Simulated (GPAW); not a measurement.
Here is a GPAW 26.7.0 calculation.

Contents of run.py:

```python
from ase.dft.bandgap import bandgap
from ase.io import read, write
from ase.units import GPa
from gpaw import GPAW, PW

atoms = read('As.xyz')

calc = GPAW(mode=PW(450),
            xc='MGGA_X_R2SCAN+MGGA_C_R2SCAN',
            kpts={'size': (7, 7, 7), 'gamma': True},
            occupations={'name': 'fermi-dirac', 'width': 0.05},
            nbands=13,
            maxiter=120,
            txt='gpaw.txt')
atoms.calc = calc
energy = atoms.get_potential_energy()
forces = atoms.get_forces()
stress = atoms.get_stress()
calc.write('gs.gpw')
write('result.traj', atoms)
print(f'Energy: {energy:.6f} eV')
print('Forces (eV/A):')
print(forces.round(4))
print('Stress (GPa):', (stress / GPa).round(3))
print('Fermi level:', round(calc.get_fermi_level(), 4), 'eV')
print(f'Gap: {bandgap(calc)[0]:.4f} eV, direct: {bandgap(calc, direct=True)[0]:.4f} eV')
```

File As.xyz:

```xyz
2
Lattice="1.8807968987 1.0858785957 3.5140619945 -1.8807968987 1.0858785957 3.5140619945 0.0000000000 -2.1717571915 3.5140619945" Properties=species:S:1:pos:R:3 pbc="T T T"
As     0.0000000000      0.0000000000      2.3825340323
As     0.0000000000     -0.0000000001      8.1596519512
```

Potentials or basis: GPAW PAW data sets (gpaw-data 1.2.1), pw.

Command:

```sh
$ OMP_NUM_THREADS=1 python run.py
```

Q: What does it give for the band gap on the k mesh?

A: 0.01 eV, indirect (least direct gap 0.71 eV).

Q: Estimate the largest force.

A: 0.136 eV/Å.

Q: Estimate the pressure.

A: 1.8 GPa.

Forces on the atoms (eV/Å):
```
As   0.000  0.000  0.136
As   0.000  0.000 -0.136
```

Caveat: the cutoff is short for stress and forces, so pressures can be off by a GPa or more; the PAW data sets were made with another functional, which shifts forces and pressure a little; an odd mesh through Γ misses points on the zone boundary, where band edges often lie.
